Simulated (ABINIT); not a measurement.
Crystal: KTaO3.

```
Ta K O
1.0
     3.98830    0.00000    0.00000
     0.00000    3.98830    0.00000
     0.00000    0.00000    3.98830
Ta K O
1 1 3
Direct
  0.00000 0.00000 0.00000
  0.50000 0.50000 0.50000
  0.00000 0.00000 0.50000
  0.00000 0.50000 0.00000
  0.50000 0.00000 0.00000
```

```yaml
Program: ABINIT 10.8.3 (patched build)
Task: single point
Functional: PBE
Potentials_or_basis: JTH PAW PBE v2.0
Cutoff: 626 eV
k_mesh: 7 × 7 × 7
Occupations: fermi-dirac, width 0.05 eV
Spin: no spin polarisation
```

On this cell: pressure 5.5 GPa; largest force zero by symmetry; band gap on the k mesh 2.24 eV, indirect (least direct gap 2.80 eV).

The same run follows on a disturbed copy (atoms moved at random, drawn with an rms of 0.05 Å):

```
CELL_PARAMETERS angstrom
3.98830 0.00000 0.00000
0.00000 3.98830 0.00000
0.00000 0.00000 3.98830
ATOMIC_POSITIONS crystal
Ta 0.99121 0.00637 0.98683
K 0.50867 0.49778 0.52255
O 0.99651 0.00103 0.48991
O 0.00047 0.50424 0.00177
O 0.49541 0.00732 0.99587
```

Question: What changes?

Answer: The energy moves by +10.5 meV/atom; pressure 5.7 GPa; largest force 0.616 eV/Å; band gap on the k mesh 2.24 eV, indirect (least direct gap 2.81 eV).

Forces on the atoms (eV/Å):
```
Ta   0.174 -0.087  0.326
K   -0.253  0.133 -0.546
O    0.000  0.030  0.445
O   -0.055 -0.008 -0.158
O    0.135 -0.068 -0.068
```

Stress tensor (GPa, compression positive):
```
 5.82 -0.06  0.23
-0.06  5.73 -0.18
 0.23 -0.18  5.64
```

Caveats: spin-orbit coupling is left out, which moves the levels of the heavy elements; an odd mesh through Γ misses points on the zone boundary, where band edges often lie; the atomic spheres overlap.
